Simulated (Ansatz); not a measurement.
Cu under changes of volume

One of the cells (11.810 Å³/atom); the others are scaled copies at fixed shape and fractional positions:

```
CELL_PARAMETERS angstrom
0.00000 1.80750 1.80750
1.80750 0.00000 1.80750
1.80750 1.80750 0.00000
ATOMIC_POSITIONS crystal
Cu 0.00000 0.00000 0.00000
```

```yaml
Program: Ansatz 0.2.0
Functional: PBEsol
Potentials_or_basis: all-electron LAPW, scalar-relativistic
Cutoff: 317 eV (chosen from the basis error)
Basis_error_allowed: 0.0005 eV/atom
k_mesh: 13 × 13 × 13
Occupations: fermi-dirac, width 0.05 eV
Spin: no spin polarisation
```

```tsv
volume (Å³/atom)	energy over the lowest point (meV/atom)	pressure (GPa)
11.102	2.01	3.2
11.338	0.00	-0.5
11.574	3.12	-3.7
11.810	10.76	-6.6
12.047	22.38	-9.1
12.283	37.52	-11.4
12.519	?	?
```

**Question.** What does the run at 12.519 Å³/atom give?

**Answer.** Energy over the lowest point 55.74 meV/atom; pressure -13.3 GPa.

Worked out: A Birch-Murnaghan fit of order 3 (a polynomial in V^(-2/3)) to the other rows has its minimum at 11.31 Å³/atom with B0 = V·E''(V) = 169 GPa and B' = 5.0. It gives 55.72 meV/atom at 12.519 Å³/atom, against the run's 55.74, and -dE/dV = -13.3 GPa, against -13.3.

Energies are extrapolated to zero smearing.
